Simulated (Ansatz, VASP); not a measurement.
## BaS: VASP beside Ansatz

```
CELL_PARAMETERS angstrom
0.00000 3.23418 3.23418
3.23418 0.00000 3.23418
3.23418 3.23418 0.00000
ATOMIC_POSITIONS crystal
Ba 0.50000 0.50000 0.50000
S 0.00000 0.00000 0.00000
```

Alike in both runs: task single point; functional PBE; k mesh 6 × 6 × 6; occupations gaussian, width 0.05 eV; non-collinear spin, spin-orbit coupling.

|  | VASP | Ansatz |
| --- | --- | --- |
| version | VASP 6.6.1 | Ansatz 0.2.0 |
| potentials or method | VASP PAW PBE potentials, release 64 (Ba_sv, S) | plane waves, PAW |
| plane-wave cutoff (eV) | 520 | 420 |
| valence electrons in the cell | 16 | 16 |

```tsv
	VASP	Ansatz	Ansatz less VASP
gap on the k mesh at the Fermi level (eV)	2.12	2.22	+0.097
least direct gap on the mesh (eV)	2.24	2.31	+0.070
pressure (GPa)	-0.2	-0.8	-0.51
net moment per atom (μB)	0.00	0.00	0.000
```
